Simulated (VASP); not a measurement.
# Al (Fm-3m) in VASP: notebook

The runs below take Al through single point, relaxation of cell and atoms, with LDA, AM05+D4, PBE, vdW-DF-cx.

All numbers are computed with VASP 6.6.1; they aren't measurements. Logs are shortened: lines on timing, memory, paths and dates and some standing lists are left out, and cuts for length are marked.

## (1) Starting point

Symmetry: Fm-3m, No. 225, cubic system. The conventional cell has a = 4.050 Å, b = 4.050 Å, c = 4.050 Å, α = 90.00°, β = 90.00°, γ = 90.00°. Al (site symmetry m-3m) has 12 Al at 2.86 Å as nearest neighbours.

## (2) Single point, LDA (grid = ENCUT=500 dk=0.35 cell=2x2x2 ISMEAR=1 SIGMA=0.1 LREAL=Auto EDIFF=1e-06)

The input, INCAR:

```
PREC = Accurate ; ENCUT = 500
EDIFF = 1E-6 ; ISMEAR = 1
SIGMA = 0.1 ; LREAL = Auto
LASPH = T ; NELM = 120
ALGO = Fast ; ISIF = 2
LWAVE = F ; LCHARG = F
NBANDS = 20
```

The input, KPOINTS:

```
regular mesh
0
Gamma
  4 4 4
```

The input, POSCAR:

```
Al
1.0
    0.0000000000      4.0496100000      4.0496100000
    4.0496100000      0.0000000000      4.0496100000
    4.0496100000      4.0496100000      0.0000000000
Al
8
Direct
    0.0000000000      0.0000000000      0.0000000000
    0.0000000000      0.0000000000      0.5000000000
    0.0000000000      0.5000000000      0.0000000000
    0.0000000000      0.5000000000      0.5000000000
    0.5000000000      0.0000000000      0.0000000000
    0.5000000000      0.0000000000      0.5000000000
    0.5000000000      0.5000000000      0.0000000000
    0.5000000000      0.5000000000      0.5000000000
```

Potentials or basis: VASP PAW LDA potentials, release 64 (Al).

Launch:

```sh
cat potpaw_LDA.64/Al/POTCAR > POTCAR
mpirun -np 1 vasp_std > vasp.out
```

OUTCAR:

```text
PREC = Accurate
   ENCUT = 500
   EDIFF = 1E-6
   ISMEAR = 1
   LREAL = Auto
   LASPH = T
   NELM = 120
   ISIF = 2

 Found      8 irreducible k-points:

 Following reciprocal coordinates:
            Coordinates               Weight
  0.000000  0.000000  0.000000      1.000000
  0.250000  0.000000  0.000000      8.000000
  0.500000  0.000000  0.000000      4.000000
  0.250000  0.250000  0.000000      6.000000
  0.500000  0.250000  0.000000     24.000000
 -0.250000  0.250000  0.000000     12.000000
   k-points           NKPTS =      8   k-points in BZ     NKDIM =      8   number of bands    NBANDS=     20
   number of dos      NEDOS =    301   number of ions     NIONS =      8
   total plane-waves  NPLWV =  74088
   dimension x,y,z NGX =    42 NGY =   42 NGZ =   42
   dimension x,y,z NGXF=    84 NGYF=   84 NGZF=   84
   ions per type =               8
   NGX,Y,Z   is equivalent  to a cutoff of  12.19, 12.19, 12.19 a.u.
   NGXF,Y,Z  is equivalent  to a cutoff of  24.38, 24.38, 24.38 a.u.
 SYSTEM =  unknown system
   PREC   = accura    normal or accurate (medium, high low for compatibility)
   ISTART =      0    job   : 0-new  1-cont  2-samecut
   ICHARG =      2    charge: 1-file 2-atom 10-const
   ISPIN  =      1    spin polarized calculation?
   LNONCOLLINEAR =      F non collinear calculations
   LSORBIT =      F    spin-orbit coupling
   LASPH  =      T    aspherical Exc in radial PAW
   ENCUT  =  500.0 eV  36.75 Ry    6.06 a.u.  10.44 10.44 10.44*2*pi/ulx,y,z
   NELM   =    120;   NELMIN=  2; NELMDL= -5     # of ELM steps
   EDIFF  = 0.1E-05   stopping-criterion for ELM
   LREAL  =      T    real-space projection
   EDIFFG = 0.1E-04   stopping-criterion for IOM
   NSW    =      0    number of steps for IOM
[... 5 lines left out ...]
   TEBEG  =    0.0;   TEEND  =   0.0 temperature during run
   PSTRESS=    0.0 pullay stress
   NELECT =      24.0000    total number of electrons
   NUPDOWN=      -1.0000    fix difference up-down
   EMIN   =  10.00;   EMAX   =-10.00  energy-range for DOS
   EFERMI =   0.00;   METHOD = LEGACY
   ISMEAR =     1;   SIGMA  =   0.10  broadening in eV -4-tet -1-fermi 0-gaus
   EFERMI_NEDOS =   21; number of points for ismear=-14 and -15
   IALGO  =     68    algorithm
   IMIX   =      4    mixing-type and parameters
     AMIX     =   0.40;   BMIX     =  1.00
     AMIX_MAG =   1.60;   BMIX_MAG =  1.00
  volume/ion in A,a.u.               =      16.60       112.04
  Fermi-wavevector in a.u.,A,eV,Ry     =   0.925526  1.748991 11.654733  0.856599
  Thomas-Fermi vector in A             =   2.051390
   LORBIT       =      0    0 simple, 1 ext, 2 COOP (PROOUT), +10 PAW based schemes
   GGA     = CA    functional components
   LHFCALC =     F    Hartree Fock is set to
   AEXX    =    0.0000 exact exchange contribution
   IVDW    =     0    specifies the selected vdW correction
   LEPSILON=     F    determine dielectric tensor
   LRPA    =     F    only Hartree local field effects (RPA)
 non-spin polarized calculation
 RMM-DIIS sequential band-by-band and
 Methfessel and Paxton  Order N= 1 SIGMA  =   0.10
  energy-cutoff  :      500.00
  volume of cell :      132.82
 maximum number of plane-waves:      3383
 NGX is ok and might be reduce to    42

 number of electron      24.0000001 magnetization

 Free energy of the ion-electron system (eV)
  ---------------------------------------------------
  ext. energy  EPLUGINS =         0.00000000
  ---------------------------------------------------
  free energy    TOTEN  =       -33.41190293 eV

  energy without entropy =      -33.40342812  energy(sigma->0) =      -33.40907799

 E-fermi :   7.8178     XC(G=0): -10.3199

 val. band max:        7.4259160334   @ k =  -0.2500   0.5000   0.2500
 cond. band min:       7.8642216629   @ k =   0.5000   0.2500   0.0000
 fundamental gap:      0.4383056295
 Fermi energy:         7.8178313682

 k-point     1 :       0.0000    0.0000    0.0000
  band No.  band energies     occupation
      1      -3.3295      2.00000
      2       3.2040      2.00000
      3       3.2040      2.00000
      4       3.2040      2.00000
      5       3.2040      2.00000
      6       3.3417      2.00000
      7       3.3417      2.00000
      8       3.3417      2.00000
      9       3.3417      2.00000
     10       4.8473      2.00000
     11       4.8473      2.00000
     12       4.8473      2.00000
     13       6.1125      2.00000
     14       6.1125      2.00000
     15       6.1125      2.00000
     16      13.0274      0.00000
     17      13.0274      0.00000
     18      13.0278      0.00000
     19      13.2331      0.00000
     20      13.2331      0.00000

 k-point     2 :       0.2500    0.0000    0.0000
  band No.  band energies     occupation
      1      -2.9080      2.00000
      2       0.4198      2.00000
      3       2.5942      2.00000
      4       2.5942      2.00000
      5       2.5942      2.00000
      6       3.6339      2.00000
      7       3.6339      2.00000
      8       3.6339      2.00000
      9       4.7466      2.00000
     10       4.7466      2.00000
     11       4.7466      2.00000
     12       6.8652      2.00000
     13       8.0934     -0.00069
     14       8.0934     -0.00069
     15       8.0934     -0.00069
     16       9.9187      0.00000
     17       9.9187      0.00000
     18       9.9187      0.00000
     19      13.5922      0.00000
     20      13.5922      0.00000

 k-point     3 :       0.5000    0.0000    0.0000
  band No.  band energies     occupation
      1      -1.6510      2.00000
      2      -1.6510      2.00000
      3       2.7232      2.00000
      4       2.7232      2.00000
      5       2.7232      2.00000
      6       2.7232      2.00000
      7       2.7232      2.00000
      8       2.7232      2.00000
      9       6.9784      2.00000
     10       6.9784      2.00000
     11       6.9784      2.00000
     12       6.9784      2.00000
     13       6.9784      2.00000
     14       6.9784      2.00000
     15      11.1386      0.00000
     16      11.1397      0.00000
     17      11.3425      0.00000
     18      11.3425      0.00000
     19      11.3425      0.00000
     20      11.3425      0.00000

 k-point     4 :       0.2500    0.2500    0.0000
  band No.  band energies     occupation
      1      -2.7677      2.00000
      2       1.6414      2.00000
      3       1.6477      2.00000
      4       1.6477      2.00000
      5       1.6477      2.00000
      6       1.6477      2.00000
      7       5.3621      2.00000
      8       5.3621      2.00000
      9       5.9351      2.00000
     10       5.9351      2.00000
     11       5.9351      2.00000
     12       5.9351      2.00000
     13       6.6554      2.00000
     14       6.6554      2.00000
     15       9.4965     -0.00000
     16       9.4965     -0.00000
     17      10.2898      0.00000
     18      10.9225      0.00000
     19      10.9225      0.00000
     20      13.5890      0.00000

 k-point     5 :       0.5000    0.2500    0.0000
  band No.  band energies     occupation
      1      -1.7900      2.00000
      2      -0.6809      2.00000
      3       0.4185      2.00000
      4       1.5106      2.00000
      5       1.5106      2.00000
      6       3.6672      2.00000
      7       4.6954      2.00000
      8       4.6954      2.00000
      9       5.7656      2.00000
     10       6.8103      2.00000
     11       6.8103      2.00000
     12       7.8642      0.30073
     13       7.8642      0.30073
     14       9.1635     -0.00000
     15       9.1635     -0.00000
     16       9.9475      0.00000
     17      10.2228      0.00000
     18      10.9320      0.00000
     19      11.2812      0.00000
     20      11.2812      0.00000

 k-point     6 :      -0.2500    0.2500    0.0000
  band No.  band energies     occupation
      1      -2.2082      2.00000
      2       0.0078      2.00000
      3       0.0078      2.00000
      4       2.1833      2.00000
      5       2.1833      2.00000
      6       4.2422      2.00000
      7       4.2422      2.00000
      8       4.4305      2.00000
      9       4.4305      2.00000
     10       5.8773      2.00000
     11       6.4019      2.00000
     12       7.2761      2.00000
     13       8.5542     -0.00000
     14       8.5542     -0.00000
     15      10.0141      0.00000
     16      10.0141      0.00000
     17      10.7270      0.00000
     18      10.7270      0.00000
     19      11.5073      0.00000
     20      11.5073      0.00000

 [... further k-points ...]

------------------------ aborting loop because EDIFF is reached ----------------------------------------

  FORCE on cell =-STRESS in cart. coord.  units (eV):
  Direction    XX          YY          ZZ          XY          YZ          ZX
  --------------------------------------------------------------------------------------
  -------------------------------------------------------------------------------------
  Total       -3.0441831     -3.0441831     -3.0441831      0.0000000     -0.0000000     -0.0000000
  in kB      -36.7207680    -36.7207680    -36.7207680      0.0000000     -0.0000000     -0.0000000
  external PRESSURE =     -36.7207680 kB  Pullay stress =       0.0000000 kB

 VOLUME and BASIS-vectors are now :
 -----------------------------------------------------------------------------
  energy-cutoff  :      500.00
  volume of cell :      132.82
      direct lattice vectors                 reciprocal lattice vectors
     0.000000000  4.049610000  4.049610000    -0.123468680  0.123468680  0.123468680
     4.049610000  0.000000000  4.049610000     0.123468680 -0.123468680  0.123468680
     4.049610000  4.049610000  0.000000000     0.123468680  0.123468680 -0.123468680

 POSITION                                       TOTAL-FORCE (eV/Angst)
 -----------------------------------------------------------------------------------
      0.00000      0.00000      0.00000         0.000000      0.000000     -0.000000
      2.02481      2.02481      0.00000        -0.000000      0.000000      0.000000
      2.02481      0.00000      2.02481         0.000000      0.000000     -0.000000
      4.04961      2.02481      2.02481         0.000000      0.000000     -0.000000
      0.00000      2.02481      2.02481        -0.000000     -0.000000      0.000000
      2.02481      4.04961      2.02481        -0.000000     -0.000000      0.000000
      2.02481      2.02481      4.04961         0.000000     -0.000000      0.000000
      4.04961      4.04961      4.04961        -0.000000     -0.000000     -0.000000
 -----------------------------------------------------------------------------------
    total drift:                                0.000000      0.000000     -0.000000

  FREE ENERGIE OF THE ION-ELECTRON SYSTEM (eV)
  ---------------------------------------------------
  free  energy   TOTEN  =       -33.4119029293 eV

  energy  without entropy=      -33.4034281202  energy(sigma->0) =      -33.40907799
```

Wall time 28 s (1 thread of AMD EPYC 7R13 (Zen 3), shared host); peak memory 0.15 GiB.

The run converged, but some of its settings lie outside the range that counts as converged, so its numbers aren't taken as properties of the crystal.

Results:

| Quantity | Value |
| --- | --- |
| Free energy | -33.4119 eV |
| Pressure | -3.7 GPa |
| Band gap on the k mesh | none (metal or under the smearing width) |

## (3) Single point, LDA (grid = ENCUT=600 dk=0.35 cell=2x2x2 ISMEAR=1 SIGMA=0.1 LREAL=Auto EDIFF=1e-06)

Changes to INCAR since step 2:

```diff
@@ -1,2 +1,2 @@
-PREC = Accurate ; ENCUT = 500
+PREC = Accurate ; ENCUT = 600
 EDIFF = 1E-6 ; ISMEAR = 1
```

KPOINTS is that of step 2.

POSCAR is that of step 2.

Potentials or basis: VASP PAW LDA potentials, release 64 (Al).

Launch:

```sh
cat potpaw_LDA.64/Al/POTCAR > POTCAR
mpirun -np 1 vasp_std > vasp.out
```

It took 39 s on 1 thread of AMD EPYC 7R13 (Zen 3), shared host; peak memory 0.19 GiB.

The run converged, but some of its settings lie outside the range that counts as converged, so its numbers aren't taken as properties of the crystal.

Results:

- Free energy: -33.4111 eV
- Pressure: -3.6 GPa
- Band gap on the k mesh: none (metal or under the smearing width)

## (4) Single point, AM05+D4, collinear spin, ferromagnetic start

This run uses another cell than the first one: it holds 1 atom, not 8.

The input, INCAR:

```
  PREC = Accurate
  ENCUT = 520
  EDIFF = 1E-6
  ISMEAR = 1
  SIGMA = 0.1
  LREAL = F
  LASPH = T
  NELM = 100
  ALGO = Normal
  ISIF = 2
  LWAVE = F
  LCHARG = F
  ISPIN = 2
  MAGMOM = 0.5
  LORBIT = 11
  NUPDOWN = 2
  GGA = AM
  IVDW = 13
  NBANDS = 12
```

The input, KPOINTS:

```
regular mesh
0
Gamma
  11 11 11
```

The input, POSCAR:

```
Al
2.8635
    0.000000000000      0.707108433735      0.707108433735
    0.707108433735      0.000000000000      0.707108433735
    0.707108433735      0.707108433735      0.000000000000
Al
1
Direct
    0.0000000000      0.0000000000      0.0000000000
```

Potentials or basis: VASP PAW PBE potentials, release 64 (Al).

Launch:

```sh
cat potpaw_PBE.64/Al/POTCAR > POTCAR
mpirun -np 1 vasp_std > vasp.out
```

Run time: 16 s. Hardware: 1 thread of AMD EPYC 9R45 (Zen 5), shared host; peak memory 0.11 GiB.

The run converged. Its results:

| Quantity | Value |
| --- | --- |
| Free energy | -0.5201 eV |
| Pressure | 24.4 GPa |
| Net moment | 2.00 μB per cell |
| Site moments | Al +0.50 μB |
| Valence electrons inside the program's atomic spheres | Al 0.76 |
| Dispersion energy per atom | -0.199 eV |

Caveat: the moment is held away from its start; the PAW data sets were made with another functional, which shifts forces and pressure a little; the total moment is fixed, so each spin has its own Fermi level.

[end of part 1 of 3]
